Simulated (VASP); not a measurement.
# GaP: relaxation of the cell

GaP, F-43m (no. 216), 2 atoms in the cell. PBE; PAW potentials Ga, P (PBE set).

## Input

INCAR:
```
PREC = Accurate
ENCUT = 600
EDIFF = 1E-7
ISMEAR = 0
SIGMA = 0.02
LREAL = F
LASPH = T
ALGO = Normal
NELM = 100
ISIF = 3
LWAVE = F
LCHARG = F
IBRION = 2
NSW = 30
EDIFFG = -0.005
```

KPOINTS:
```
k-points
0
Gamma
  8 8 8
```

POSCAR:
```
GaP
1.0
    0.0000000000      2.7252500000      2.7252500000
    2.7252500000      0.0000000000      2.7252500000
    2.7252500000      2.7252500000      0.0000000000
Ga P
1 1
Direct
    0.0000000000      0.0000000000      0.0000000000
    0.7500000000      0.7500000000      0.7500000000
```

Commands:
```
cat potpaw_PBE.64/Ga/POTCAR potpaw_PBE.64/P/POTCAR > POTCAR
mpirun -np 1 vasp_std > vasp.out
```

## Result

- Volume (A^3): 42.363
- Pressure left (GPa): 0.00
- Ionic steps: 3
- SCF steps in all: 31

Ionic steps:

| Step | Energy (eV) | Volume (A^3/atom) | Pressure (GPa) | SCF steps |
|---|---|---|---|---|
| 1 | -9.08305 | 20.2404 | 3.99 | 14 |
| 2 | -9.09827 | 21.7517 | -1.96 | 9 |
| 3 | -9.10546 | 21.1815 | 0.00 | 8 |

VASP 6.6.1 took 20 s on 1 core (AMD EPYC 9R45 (Zen 5)), a shared host.
